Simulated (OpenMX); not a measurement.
Crystal: Au.

```
Au
1.0
     0.00000    2.03500    2.03500
     2.03500    0.00000    2.03500
     2.03500    2.03500    0.00000
Au
1
Direct
  0.00000 0.00000 0.00000
```

Base run:

* Program: OpenMX 3.8.5
* Functional: PBE
* Potentials or basis: OpenMX 2013 PBE set, Au7.0-s3p2d2, grid cutoff 400 Ry
* k mesh: 11 × 11 × 11
* Occupations: fermi-dirac, width 0.05 eV
* Spin: no spin polarisation

Its results: pressure 16.7 GPa.

Question: The run is repeated on the same cell with these changes: potentials or basis from OpenMX 2013 PBE set, Au7.0-s3p2d2, grid cutoff 400 Ry to OpenMX 2013 PBE set, Au7.0-s3p2d2f1, grid cutoff 400 Ry. What comes out?

Answer: Pressure 13.1 GPa.

Caveats: the basis of atomic orbitals isn't converged, which shifts pressures, moduli and gaps; so large a pressure means that the cell lies far from this level's equilibrium, or that cutoff or potentials fall short (some runs).
